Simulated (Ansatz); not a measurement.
Runs of Ansatz 0.2.0 on MoP. Symmetry: P-6m2, No. 187, hexagonal system. The conventional cell has a = 3.223 Å, b = 3.223 Å, c = 3.191 Å, α = 90.00°, β = 90.00°, γ = 120.00°. Mo (site symmetry -6m2) has 6 P at 2.45 Å as nearest neighbours. P (site symmetry -6m2) is surrounded by 6 Mo at 2.45 Å. 

```tsv
task	level	cell	k mesh	cutoff (eV)	smearing	basis error allowed	mesh quality	gap on the mesh (eV)	pressure (GPa)	relaxed volume (Å³/atom)
single point	PBE	as given	10 × 10 × 8	254	gaussian 0.028 eV	0.001 eV/atom	not flagged	none	2.6	-
relaxation of cell and atoms	BLYP+D3(BJ)	relaxed	10 × 10 × 8	-	fermi-dirac 0.05 eV	0.001 eV/atom	not flagged	-	0.0	14.17
relaxation of cell and atoms	BLYP	relaxed	10 × 10 × 8	-	fermi-dirac 0.05 eV	0.001 eV/atom	not flagged	-	0.0	15.31
relaxation of cell and atoms	PBE+D4	relaxed	10 × 10 × 8	-	fermi-dirac 0.05 eV	0.001 eV/atom	not flagged	-	0.0	14.14
single point	PBE	as given	5 × 5 × 4	212	fermi-dirac 0.04 eV	0.004 eV/atom	coarse	none	(a)	-
single point	PBE	as given	10 × 10 × 8	254	gaussian 0.014 eV	0.001 eV/atom	not flagged	none	2.6	-
band structure	PBE	as given	10 × 10 × 8	254	fermi-dirac 0.05 eV	0.001 eV/atom	not flagged	-	2.6	-
phonons	PBE	as given	7 × 7 × 6	273	fermi-dirac 0.05 eV	0.001 eV/atom	coarse	none	-	-
single point	PBE	as given	10 × 10 × 8	254	gaussian 0.029 eV	0.001 eV/atom	not flagged	none	2.6	-
phonons	LDA	as given	7 × 7 × 6	273	fermi-dirac 0.05 eV	0.001 eV/atom	coarse	none	-	-
single point	PBE	as given	10 × 10 × 8	254	gaussian 0.1 eV	0.001 eV/atom	not flagged	none	2.6	-
```

Alike in all rows: potentials or basis all-electron LAPW, scalar-relativistic; no spin polarisation.

**Question.** Estimate the missing entries.

**Answer.** (a) 3.0.

Caveats: some runs use coarse meshes; the k mesh is thin for a metal, which can move the energy by tens of meV per atom (some runs); a metal's response needs a denser mesh (some runs).

A k mesh can miss the band edges, and the runs leave out spin-orbit coupling on Mo.

A gap of «none» marks a metal or a gap under the smearing width.

The runs don't all hold the same shells in valence.
